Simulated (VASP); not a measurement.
# A vacancy on the Cu site in AlCuAu, part 3 of 3

How easily does a vacancy on the Cu site form in AlCuAu? The host is relaxed first, then a supercell is run with and without the defect. The cell takes the structure of LiAlAu from the Materials Project database, with elements swapped. The cell is invented: it takes the structure of a Materials Project entry for LiAlAu (space group 194 there), with some of its atoms replaced by other elements, volume scaled by an estimate. It may not be a known or stable phase.

VASP 6.6.1, plane waves and PAW; the level of theory is named at each step.

So far. Step 3 (Relax the host again, on a new basis): The start already met the threshold, so nothing moved. Step 4 (The perfect supercell): The host is treated as a metal, as its relaxation found a gap under 0.3 eV or none, and only the neutral defect is run.

### Step 5. Reference Cu

This step: PBE; plane waves and PAW (Cu) (VASP 6.6.1).

System of this step: Cu. Symmetry: Fm-3m, No. 225, cubic system. Conventional cell: a = 3.610 Å, b = 3.610 Å, c = 3.610 Å, α = 90.00°, β = 90.00°, γ = 90.00°. Nearest to Cu lie 12 Cu at 2.55 Å.

The reference for Cu is its crystal, relaxed at the cutoff of the large cell.

INCAR

```
SYSTEM = Cu
PREC = Normal
ENCUT = 300
EDIFF = 1E-05
NELM = 120
ISMEAR = 1
SIGMA = 0.1
LREAL = Auto
ALGO = Fast
GGA = PE
NBANDS = 11
LORBIT = 11
LWAVE = .FALSE.
LCHARG = .FALSE.
KPAR = 4
IBRION = 2
NSW = 25
ISIF = 3
EDIFFG = -0.02
POTIM = 0.4
```

POSCAR

```
Cu
1.0
    0.0000000000      1.8050000000      1.8050000000
    1.8050000000      0.0000000000      1.8050000000
    1.8050000000      1.8050000000      0.0000000000
Cu
1
Direct
    0.0000000000      0.0000000000      0.0000000000
```

KPOINTS

```
Automatic mesh
0
Gamma
13 13 13
0 0 0
```

The projector-augmented-wave data sets are Cu (PBE family, release 64).

Run with:

```
> mpirun -np 4 vasp_std
```

The program printed:

```text
[banner, memory and clock lines left out]
running    4 mpi-ranks, on    1 nodes
 distrk:  each k-point on    1 cores,    4 groups
 distr:  one band on    1 cores,    1 groups

 POSCAR found type information on POSCAR Cu
 POSCAR found :  1 types and       1 ions
|                                                                             |
|               ----> ADVICE to this user running VASP <----                  |
|                                                                             |
|     You have a (more or less) 'small supercell' and for smaller cells       |
|     it is recommended to use the reciprocal-space projection scheme!        |
|     The real-space optimization is not efficient for small cells and it     |
|     is also less accurate ...                                               |
|     Therefore, set LREAL=.FALSE. in the INCAR file.                         |
|                                                                             |

 LDA part: xc-table for (Slater+PW92), standard interpolation
 POSCAR, INCAR and KPOINTS ok, starting setup
 FFT: planning ... GRIDC
 FFT: planning ... GRID_SOFT
 FFT: planning ... GRID
 WAVECAR not read
 entering main loop
       N       E                     dE             d eps       ncg     rms          rms(c)
DAV:   1     0.318203410825E+02    0.31820E+02   -0.39713E+03  1965   0.108E+03
DAV:   2    -0.403800292925E+01   -0.35858E+02   -0.33480E+02  1878   0.164E+02
DAV:   3    -0.463267026999E+01   -0.59467E+00   -0.57584E+00  2173   0.261E+01
DAV:   4    -0.463584781613E+01   -0.31775E-02   -0.31772E-02  2020   0.166E+00
DAV:   5    -0.463587898300E+01   -0.31167E-04   -0.31167E-04  2156   0.166E-01    0.770E+00
RMM:   6    -0.407128483455E+01    0.56459E+00   -0.37660E+00  1855   0.365E+01    0.433E+00
RMM:   7    -0.373942870669E+01    0.33186E+00   -0.60968E-01  1852   0.145E+01    0.989E-01
RMM:   8    -0.372816889963E+01    0.11260E-01   -0.12989E-02  1863   0.120E+00    0.264E-01
RMM:   9    -0.372686746282E+01    0.13014E-02   -0.33084E-03  1877   0.108E+00    0.225E-02
RMM:  10    -0.372691200711E+01   -0.44544E-04   -0.42063E-04  1910   0.270E-01    0.113E-02
RMM:  11    -0.372691939617E+01   -0.73891E-05   -0.69705E-05  1731   0.934E-02
   1 F= -.37269194E+01 E0= -.37269075E+01  d E =-.372692E+01
 curvature:   0.00 expect dE= 0.000E+00 dE for cont linesearch  0.000E+00
 trial: gam= 0.00000 g(F)=  0.751E-62 g(S)=  0.218E-03 ort = 0.000E+00 (trialstep = 0.100E+01)
 search vector abs. value=  0.218E-03
 bond charge predicted
       N       E                     dE             d eps       ncg     rms          rms(c)
DAV:   1    -0.373269324260E+01   -0.57812E-02   -0.99777E-02  1851   0.662E+00    0.638E-01
RMM:   2    -0.372858008850E+01    0.41132E-02   -0.18836E-02  1859   0.251E+00    0.286E-01
RMM:   3    -0.372693699289E+01    0.16431E-02   -0.26410E-03  1857   0.959E-01    0.115E-01
RMM:   4    -0.372678572293E+01    0.15127E-03   -0.10594E-04  1827   0.112E-01    0.370E-02
RMM:   5    -0.372676366056E+01    0.22062E-04   -0.49427E-05  1734   0.138E-01    0.545E-03
RMM:   6    -0.372676387836E+01   -0.21780E-06   -0.71984E-06  1267   0.279E-02
   2 F= -.37267639E+01 E0= -.37267478E+01  d E =0.155518E-03
[... from here on, the cycles between the ionic steps are left out ...]
   3 F= -.37269044E+01 E0= -.37268912E+01  d E =0.149545E-04
   4 F= -.37269164E+01 E0= -.37269036E+01  d E =0.302180E-05
   5 F= -.37269094E+01 E0= -.37268963E+01  d E =0.100052E-04
   6 F= -.37269136E+01 E0= -.37269007E+01  d E =0.579694E-05
   7 F= -.37269146E+01 E0= -.37269017E+01  d E =0.477858E-05
   8 F= -.37269139E+01 E0= -.37269010E+01  d E =0.554275E-05
   9 F= -.37268716E+01 E0= -.37268615E+01  d E =0.422911E-04
 trial-energy change:    0.000042  1 .order    0.000084   -0.000186    0.000354
 step:   0.2875(harm=  0.2153)  dis= 0.00000  next Energy=    -3.726961 (dE=-0.468E-04)
 bond charge predicted
       N       E                     dE             d eps       ncg     rms          rms(c)
DAV:   1    -0.372784163534E+01   -0.97117E-03   -0.15219E-02  2032   0.259E+00    0.251E-01
RMM:   2    -0.372720122284E+01    0.64041E-03   -0.28812E-03  1857   0.979E-01    0.112E-01
RMM:   3    -0.372694772158E+01    0.25350E-03   -0.40693E-04  1819   0.376E-01    0.458E-02
RMM:   4    -0.372692304954E+01    0.24672E-04   -0.16664E-05  1445   0.451E-02    0.155E-02
RMM:   5    -0.372691921459E+01    0.38349E-05   -0.97596E-06  1222   0.614E-02
  10 F= -.37269192E+01 E0= -.37269077E+01  d E =-.536116E-05
 curvature:  -0.10 expect dE=-0.364E-05 dE for cont linesearch -0.364E-05
 trial: gam= 0.00000 g(F)=  0.807E-62 g(S)=  0.349E-04 ort =-0.102E-03 (trialstep = 0.558E+00)
 search vector abs. value=  0.349E-04
 reached required accuracy - stopping structural energy minimisation
```

Wall time 8 s (4 MPI ranks of Intel Xeon Platinum 8488C (Sapphire Rapids), shared host); peak memory 0.42 GiB; 29 s of CPU time.

From OUTCAR (step 5):

```text
   k-points           NKPTS =     84   k-points in BZ     NKDIM =     84   number of bands    NBANDS=     11

   ENCUT  =  300.0 eV  22.05 Ry    4.70 a.u.   3.61  3.61  3.61*2*pi/ulx,y,z

   NELECT =      11.0000    total number of electrons

 E-fermi :   7.8424

 k-point     1 :       0.0000    0.0000    0.0000
  band No.  band energies     occupation
    ...
      2       4.5869      2.00000
      3       4.5869      2.00000
      4       4.5869      2.00000
      5       5.4191      2.00000
      6       5.4191      2.00000
      7      30.2647      0.00000
      8      32.9308      0.00000
      9      32.9308      0.00000
     10      32.9308      0.00000
     11      35.4211      0.00000

  Total       -0.0173547     -0.0173547     -0.0173547      0.0000000      0.0000000      0.0000000
  in kB       -2.3631787     -2.3631787     -2.3631787      0.0000000      0.0000000      0.0000000
  external PRESSURE =      -2.3631787 kB  Pullay stress =       0.0000000 kB

 POSITION                                       TOTAL-FORCE (eV/Angst)
 -----------------------------------------------------------------------------------
      0.00000     -0.00000      0.00000         0.000000      0.000000      0.000000
 -----------------------------------------------------------------------------------
    total drift:                               -0.000000      0.000000     -0.000000

  FREE ENERGIE OF THE ION-ELECTRON SYSTEM (eV)
  ---------------------------------------------------
  free  energy   TOTEN  =        -3.7269192146 eV

  energy  without entropy=       -3.7268846713  energy(sigma->0) =       -3.72690770

[... 1 part as in an earlier step ...]

[... 15 further parts left out ...]
```

This run has no spin polarisation. Its electron count is odd, so without a moment it is a metal by construction. The run keeps the 48 symmetry operations of its start, so it cannot find a distortion of lower symmetry.

Little changed from the start: no atom moved by 0.005 Å and no cell edge by 0.1 %.

This step gave:

* electronic cycles: 48
* electrons: 11
* free energy (TOTEN): -3.727 eV
* Fermi energy: 7.842 eV

The run ended after 10 ionic steps, 0.000 eV above its first step, once forces and stress met EDIFFG = -0.02.

Energy at zero smearing: -3.72691 eV.

### Step 6. Relaxing the defect

This step: PBE; plane waves and PAW (Au, Cu, Al) (VASP 6.6.1).

System of this step: Al8Cu7Au8. The cell holds 23 atoms: 8 Au, 7 Cu and 8 Al. Cell: a = 9.311 Å, b = 9.311 Å, c = 7.035 Å, α = 118.1°, β = 118.1°, γ = 106.7°. It derives from AlCuAu. It takes the structure of a Materials Project entry for LiAlAu (space group 194 there), with some of its atoms replaced by other elements, volume scaled by an estimate. Nearest the centre at fractional (0.708, 0.542, 0.500): Al20 at 2.49 Å, Al22 at 2.49 Å, Al23 at 2.49 Å, Al16 at 2.78 Å, Al17 at 2.78 Å, Au7 at 2.85 Å, Au4 at 2.85 Å, Au5 at 2.85 Å.

The host is treated as a metal, since its gap is under 0.3 eV or closed. The run keeps 4 symmetry operations, which cuts the number of k-points but bars distortions that break them. The atoms relax at the host's fixed cell.

INCAR

```
SYSTEM = Al8Cu7Au8
PREC = Normal
ENCUT = 300
EDIFF = 1E-05
NELM = 120
ISMEAR = 1
SIGMA = 0.2
LREAL = Auto
ALGO = Fast
GGA = PE
NBANDS = 117
LORBIT = 11
LWAVE = .FALSE.
LCHARG = .TRUE.
KPAR = 4
IBRION = 2
NSW = 50
ISIF = 2
EDIFFG = -0.03
POTIM = 0.4
MAXMIX = 40
ISYM = 2
```

POSCAR

```
Al8Cu7Au8
1.0
   -6.4699105275      3.7354050424      5.5570256895
    6.4699105275     -3.7354050424      5.5570256895
    2.1566375561      3.7354050828     -5.5570256895
Au Cu Al
8 7 8
Direct
    0.0000000000      0.0000000000      0.0000000000
    0.5000000000      0.5000000000      0.0000000000
    0.5000000000      0.0000000000      0.5000000000
    0.0000000000      0.5000000000      0.5000000000
    0.2500000000      0.2500000000      0.0000000000
    0.7500000000      0.7500000000      0.0000000000
    0.7500000000      0.2500000000      0.5000000000
    0.2500000000      0.7500000000      0.5000000000
    0.2083333400      0.0416666600      0.5000000000
    0.2083333400      0.5416666700      0.0000000000
    0.7083333400      0.0416666600      0.0000000000
    0.2916666600      0.4583333400      0.5000000000
    0.7916666600      0.9583333400      0.5000000000
    0.7916666600      0.4583333400      0.0000000000
    0.2916666600      0.9583333400      0.0000000000
    0.4583333400      0.2916666600      0.5000000000
    0.9583333400      0.7916666600      0.5000000000
    0.9583333400      0.2916666600      0.0000000000
    0.4583333400      0.7916666600      0.0000000000
    0.5416666700      0.7083333400      0.5000000000
    0.0416666600      0.2083333400      0.5000000000
    0.0416666600      0.7083333400      0.0000000000
    0.5416666700      0.2083333400      0.0000000000
```

KPOINTS

```
Automatic mesh
0
Gamma
8 8 8
0 0 0
```

Potentials, in the order of the species: Au, Cu and Al (PBE family, release 64).

Run with:

```
> mpirun -np 4 vasp_std
```

The program printed:

```text
[banner, memory and clock lines left out]
running    4 mpi-ranks, on    1 nodes
[...]
LDA part: xc-table for (Slater+PW92), standard interpolation
 POSCAR, INCAR and KPOINTS ok, starting setup
[...]
entering main loop
       N       E                     dE             d eps       ncg     rms          rms(c)
DAV:   1     0.146958952425E+04    0.14696E+04   -0.53767E+04 22230   0.124E+03
DAV:   2     0.128621134295E+03   -0.13410E+04   -0.12446E+04 23449   0.355E+02
DAV:   3    -0.836055226592E+02   -0.21223E+03   -0.18866E+03 26498   0.155E+02
DAV:   4    -0.100235619751E+03   -0.16630E+02   -0.16246E+02 34428   0.500E+01
[...]
RMM:  15    -0.867747029786E+02   -0.10267E-03   -0.16947E-03 25757   0.171E-01    0.511E-02
RMM:  16    -0.867747357014E+02   -0.32723E-04   -0.43518E-04 23506   0.647E-02    0.544E-02
RMM:  17    -0.867747301379E+02    0.55635E-05   -0.92763E-05 18260   0.498E-02
   1 F= -.86774730E+02 E0= -.86777105E+02  d E =-.867747E+02
[... from here on, the cycles between the ionic steps are left out ...]
   2 F= -.86836248E+02 E0= -.86838726E+02  d E =-.615175E-01
   3 F= -.86935834E+02 E0= -.86938425E+02  d E =-.161104E+00
   4 F= -.86941290E+02 E0= -.86943861E+02  d E =-.166559E+00
   5 F= -.86985201E+02 E0= -.86987766E+02  d E =-.439115E-01
   6 F= -.86986986E+02 E0= -.86989540E+02  d E =-.456961E-01
   7 F= -.86996068E+02 E0= -.86998593E+02  d E =-.908211E-02
   8 F= -.86997656E+02 E0= -.87000165E+02  d E =-.106706E-01
   9 F= -.86999822E+02 E0= -.87002346E+02  d E =-.216566E-02
  10 F= -.87000933E+02 E0= -.87003472E+02  d E =-.327725E-02
  11 F= -.87001861E+02 E0= -.87004404E+02  d E =-.927150E-03
  12 F= -.87001832E+02 E0= -.87004375E+02  d E =-.898669E-03
[...]
hard stop encountered!  aborting job ...
[...]
|     The electronic self-consistency was not achieved in the given           |
[...]
soft stop encountered!  aborting job ...
  13 F= -.87002403E+02 E0= -.87004956E+02  d E =0.765891E-02
 deleting file STOPCAR
```

It took 51 min on 4 MPI ranks; peak memory 4.1 GiB.

Relaxation path:

| step | energy less that of the first step (eV) | largest force (eV/Å) |
| --- | --- | --- |
| 1 | 0.0000 | 0.6746 |
| 2 | -0.0615 | 0.5627 |
| 3 | -0.1611 | 0.3215 |
| 4 | -0.1666 | 0.4276 |
| 5 | -0.2105 | 0.1635 |
| 6 | -0.2123 | 0.1477 |
| 7 | -0.2213 | 0.0842 |
| 8 | -0.2229 | 0.0894 |
| 9 | -0.2251 | 0.0403 |
| 10 | -0.2262 | 0.0508 |
| 11 | -0.2271 | 0.0339 |
| 12 | -0.2271 | 0.0319 |

The atoms that moved most (Å):

| atom | dx | dy | dz | length |
| --- | --- | --- | --- | --- |
| Al20 | -0.171 | 0.099 | 0.000 | 0.197 |
| Al23 | 0.168 | 0.091 | 0.000 | 0.191 |
| Al22 | 0.005 | -0.191 | 0.000 | 0.191 |
| Al16 | -0.002 | 0.001 | 0.074 | 0.074 |
| Al17 | -0.002 | 0.001 | -0.074 | 0.074 |
| Cu9 | -0.045 | 0.026 | 0.000 | 0.052 |
| Cu11 | 0.002 | -0.049 | 0.000 | 0.050 |
| Cu10 | 0.044 | 0.023 | 0.000 | 0.050 |

The relaxed structure:

```xyz
23
Lattice="-6.4699 3.7354 5.5570 6.4699 -3.7354 5.5570 2.1566 3.7354 -5.5570" Properties=species:S:1:pos:R:3 pbc="T T T"
Au   -0.0227   -0.0238   -0.0069
Au    0.0093    0.0315    5.5501
Au   -2.1668    3.7413   -0.0016
Au    4.3345   -0.0123   -0.0034
Au    0.0093    0.0315    2.7854
Au   -0.0227   -0.0238    8.3425
Au   -2.1354    3.7231    2.7819
Au    4.3031    0.0059    2.7801
Cu   -0.0448    2.5161   -1.3893
Cu    2.2007   -1.2225    4.1678
Cu   -4.3108    2.4408    4.1678
Cu    2.1510    1.2484    1.4190
Cu    2.1510    1.2484    6.9166
Cu   -2.1490    1.2407    6.9463
Cu    4.3209   -2.4947    6.9463
Al   -0.0023    2.4916    1.4633
Al   -0.0023    2.4916    6.8722
Al   -4.3108    2.4889    6.9463
Al    2.1591   -1.2466    6.9463
Al    1.9858    1.3437    4.1678
Al    2.1523    1.2476   -1.3893
Al    4.3188   -2.6815    4.1678
Al   -1.9883    1.3360    4.1678
```

The stop cut the electronic loop of the last step short, so that step is set aside; the step before it may be unsound too where the loop had begun to diverge.

The run met its time limit with a largest force of 0.03 eV/Å at its last finished step, short of the threshold. The session uses it under a looser, picked bar, without proof that a minimum is near.

### Step 7. Formation energies

This step: point defect, PBE; plane waves and PAW (VASP 6.6.1).

This step runs nothing: it gathers the runs above.

Numbers from this step:

- formation energy of the neutral defect: -0.3329 eV

Formation energy:

| formation energy (eV) | largest move (Å) |
| --- | --- |
| -0.3329 | 0.1972 |

The formation energy is the energy of the relaxed defect cell less that of the perfect cell, with each removed atom booked to its reference and each added atom taken from it.

References, in eV an atom: Cu -3.727 (crystal Fm-3m). They were run at the supercell's cutoff and functional, without U, and count both elements from their own phases.

### Step 8. Summary of results

```json
{
 "formation energy at charge 0": "-0.333 eV"
}
```

What this shows: A vacancy on the Cu site costs -0.33 eV, with every exchanged atom at the energy of its element. The neutral formation energy is negative against the pure elements. For a vacancy that is the limit where it costs most, so the perfect cell is not the stable state at this level, or the supercell has found a lower structure. With metallic smearing the value can move by tenths of an eV with the k mesh. The supercell of 24 atoms is small, so interactions between images remain. A relaxation stopped short of its threshold, at a residual force of 0.03 eV/Å, so the energy of that state, where it is used, is an upper bound.

[Lines on the potential files, build, host, timing and source positions are cut from VASP's logs without a mark.]

[Logs are printed without paths, hosts, clocks, repeated set-up lines and the standing remarks that a program may print on its own settings, such as how far it seeks lower states.]

[Hosts, paths, dates, database ids (printed as entryN), source tags and the programs' standing remarks are cut or masked in the printed files.]

[In band tables of VASP the shares of atoms and orbitals are scaled to a sum of 1 inside the atoms' spheres.]

[Runs that stopped without an error message from VASP are left out.]
